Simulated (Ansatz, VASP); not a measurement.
## TiO2: VASP beside Ansatz

File INCAR:

```
SYSTEM = TiO2
PREC = Accurate ; ENCUT = 520
EDIFF = 1E-7 ; ISMEAR = -1
SIGMA = 0.05 ; LREAL = .FALSE.
LASPH = .TRUE. ; NELM = 80
ALGO = Normal ; ISIF = 2
LWAVE = .FALSE. ; LCHARG = .FALSE.
GGA = B5 ; ALDAX = 1.0
AGGAX = 1.0 ; AGGAC = 1.0
ALDAC = 0.0 ; NBANDS = 33
```

Contents of KPOINTS:

```
regular mesh
0
G
  6 6 9
  0 0 0
```

File POSCAR:

```
TiO2
1.0
    4.5998373239      0.0000000000      0.0000000000
    0.0000000000      4.5998373239      0.0000000000
    0.0000000000      0.0000000000      2.9592135600
Ti O
2 4
Direct
    0.0000000000      0.0000000000      0.5000000000
    0.5000000000      0.5000000000      0.0000000000
    0.3043213200      0.3043213200      0.5000000000
    0.1956786800      0.8043213200      0.0000000000
    0.8043213200      0.1956786800      0.0000000000
    0.6956786800      0.6956786800      0.5000000000
```

The input input.yaml:

```yaml
crystal:
  lattice:
    - [4.5998373239, 0.0, 0.0]
    - [0.0, 4.5998373239, 0.0]
    - [0.0, 0.0, 2.95921356]
  atoms:
    - { symbol: Ti, position: [0.0, 0.0, 0.5] }
    - { symbol: Ti, position: [0.5, 0.5, 0.0] }
    - { symbol: O, position: [0.30432132, 0.30432132, 0.5] }
    - { symbol: O, position: [0.19567868, 0.80432132, 0.0] }
    - { symbol: O, position: [0.80432132, 0.19567868, 0.0] }
    - { symbol: O, position: [0.69567868, 0.69567868, 0.5] }
hamiltonian:
  xc: blyp
  pseudopotentials: { kind: paw }
kpoints:
  mp_grid: { grid: [6, 6, 9] }
scf:
  occupations: { method: fermi_dirac, width: 0.05 }
  n_extra_bands: 15
output:
  forces: true
  stress: true
  eigenvalues: true
  dos: { projected: true, de: 0.05, nscf_kmesh: { grid: [9, 9, 14] } }
```

The cell is a database's computed one.

Alike in both runs: functional BLYP; k mesh 6 × 6 × 9; occupations fermi-dirac, width 0.05 eV; no spin polarisation.

|  | VASP | Ansatz |
| --- | --- | --- |
| version | VASP 6.6.1 | Ansatz 0.2.0 |
| potentials or method | VASP PAW PBE potentials, release 64 (Ti_sv, O) | Ansatz PAW |
| plane-wave cutoff (eV) | 520 | 420 |
| valence electrons in the cell | 48 | 48 |
| task | single point | projected density of states |

|  | VASP | Ansatz | Ansatz less VASP |
| --- | --- | --- | --- |
| gap on the k mesh at the Fermi level (eV) | 1.83 | 1.86 | +0.030 |
| least direct gap on the mesh (eV) | 1.83 | 1.86 | +0.030 |
| pressure (GPa) | 10.9 | 9.9 | -1.06 |
| largest component of the traceless stress (GPa) | 0.47 | 0.15 | -0.320 |
| rms of the force components (eV/Å) | 0.048 | 0.032 | -0.0161 |

Atom by atom the forces differ by 0.016 eV/Å (rms over components). With one functional, cell and mesh, what is left measures potentials, basis and numerics.

Caveats: the PAW data sets were made with another functional, which shifts forces and pressure a little (VASP); an odd mesh through Γ misses points on the zone boundary, where band edges often lie (VASP); odd divisions of the mesh miss points on the zone boundary, where band edges often lie, so the gap on the mesh can be too wide (Ansatz); the pressure holds a Pulay correction of +0.9 GPa for the finite cutoff (Ansatz); the PAW data sets come from PBE, with cores solved anew for the run's functional, which leaves a small shift of forces and pressure (Ansatz); the density of states is complete only up to the lowest level of the last band computed (Ansatz). BLYP gaps usually lie below the measured ones, often by a third to a half.
